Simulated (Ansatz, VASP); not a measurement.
# AlNi3: VASP beside Ansatz

The input POSCAR:

```
AlNi3
1.0
    0.0000000000      2.8018887551      2.8018887551
    2.8018887551      0.0000000000      2.8018887551
    2.8018887551      2.8018887551      0.0000000000
Al Ni
1 3
Direct
    0.5000000000      0.5000000000      0.5000000000
    0.2500000000      0.2500000000      0.2500000000
    0.0000000000      0.0000000000      0.0000000000
    0.7500000000      0.7500000000      0.7500000000
```

INCAR.step1

```
SYSTEM = AlNi3
  ALGO = Normal
  EDIFF = 1E-4
  ENCUT = 600
  GGA = PE
  ISMEAR = 0
  LASPH = .True.
  LCHARG = .False.
  LREAL = .False.
  LWAVE = .True.
  NELM = 60
  PREC = Accurate
  SIGMA = 0.1
```

The input INCAR.step2:

```
SYSTEM = AlNi3
  ALGO = Normal
  EDIFF = 1E-7
  EDIFFG = -0.01
  ENCUT = 600
  IBRION = 2
  ISIF = 3
  ISMEAR = 0
  ISTART = 1
  LASPH = .True.
  LCHARG = .False.
  LMIXTAU = .True.
  LREAL = .False.
  LWAVE = .False.
  METAGGA = R2SCAN
  NELM = 60
  NSW = 80
  PREC = Accurate
  SIGMA = 0.1
```

The input KPOINTS:

```
k-points
0
Gamma
  6 6 6
  0 0 0
```

Input for Ansatz:

```yaml
crystal:
  lattice:
    - [0.0, 2.8018887551, 2.8018887551]
    - [2.8018887551, 0.0, 2.8018887551]
    - [2.8018887551, 2.8018887551, 0.0]
  atoms:
    - { symbol: Al, position: [0.5, 0.5, 0.5] }
    - { symbol: Ni, position: [0.25, 0.25, 0.25] }
    - { symbol: Ni, position: [0.0, 0.0, 0.0] }
    - { symbol: Ni, position: [0.75, 0.75, 0.75] }
basis:
  ecutwfc: 500
kpoints:
  mp_grid: { grid: [6, 6, 6] }
hamiltonian:
  xc: r2scan
scf:
  occupations: { method: gaussian, width: 0.1 }
output:
  forces: true
  stress: true
  eigenvalues: true
relax:
  adjacent_minimum: "off"
  f_tol: 0.01
  max_steps: 60
  cell: { stress_tol: 0.05 }
```

Alike in both runs: task relaxation of cell and atoms; functional r2SCAN; k mesh 6 × 6 × 6; occupations gaussian, width 0.1 eV; no spin polarisation.

```csv
,VASP,Ansatz
version,VASP 6.6.1,Ansatz 0.2.0
potentials or method,"VASP PAW PBE potentials, release 64 (Al, Ni)","scalar-relativistic, plane waves, PAW"
plane-wave cutoff (eV),600,500
valence electrons in the cell,33,57
```

|  | VASP | Ansatz | Ansatz less VASP |
| --- | --- | --- | --- |
| gap on the k mesh at the Fermi level, each at its own relaxed structure (eV) | none | none | - |
| relaxed volume (Å³/atom) | 11.00 | 11.00 | 0.000 |
| relaxed cell length with the largest relative difference (Å) | 3.962 | 3.962 | 0.0000 |

A gap of «none» marks a metal or a gap that the smearing closes. The two sets of potentials don't hold the same shells in valence.

Caveats: the relaxation stopped at its first step, so nothing moved; the PAW data sets were made with another functional, which shifts forces and pressure a little (VASP). Spin polarisation is off, so any magnetic state and its effect on volume and gap are missing.
